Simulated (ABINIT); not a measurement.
This ABINIT 10.8.3 (patched build) run on CdSe needs a look.

The input run.abi:

```
# Pseudopotentials
pp_dirpath "./"
pseudos "Cd.GGA_PBE-JTH.xml, Se.GGA_PBE-JTH.xml"

# Structure
acell 3*1.0 Angstrom
rprim
     0.0000000000     3.0702711986     3.0702711986
     3.0702711986     0.0000000000     3.0702711986
     3.0702711986     3.0702711986     0.0000000000
ntypat 2
znucl 48 34
natom 2
typat 1 2
xred
     0.0000000000     0.0000000000     0.0000000000
     0.2500000000     0.2500000000     0.2500000000
chkprim 0
chksymtnons 0
tolsym 1.0e-6

# Plane-wave basis
ecut 17.0
pawecutdg 34.0

# k points
kptopt 3
ngkpt 2 2 2
nshiftk 1
shiftk 0.0 0.0 0.0

# Exchange and correlation
ixc -144130

# Bands and occupations
nband 7
occopt 1

# Spin
nsppol 1
nspinor 2
nspden 4
spinat
     0.5000000000     0.0000000000     0.0000000000
     0.0000000000     0.0000000000     0.0000000000
nsym 1
pawspnorb 1

# SCF cycle
nstep 50
tolvrs 1.0e-9
diemac 6.0

# Output
iomode 3
prtwf 0
prtden 0
prteig 0
prtebands 0
prtvol 2

# Relaxation
ionmov 2
ntime 30
tolmxf 0.0002
optcell 1
dilatmx 1.08
ecutsm 0.5
strtarget 3*-1.699465e-04 3*0.0
```

Potentials or basis: JTH PAW PBE v2.0.

The run is started by

```console
$ abinit run.abi > log 2>&1
```

run.abo:

```text
.Version 10.8.3 of ABINIT

--- !ERROR
message: |
    Initialization of occ variables with occopt: 1
    There are not enough bands to get charge balance right with nelect:  1.8000E+01
    Action: modify input file
    (check the pseudopotential charges, the variable cellcharge, the variable jellslab,
    and the declared number of bands, nband)
...
```

Q: How did it end, and where is the flaw?

A: The program refused the input. The input holds a flaw that was put in on purpose: too few bands for the electrons (nband = 7).
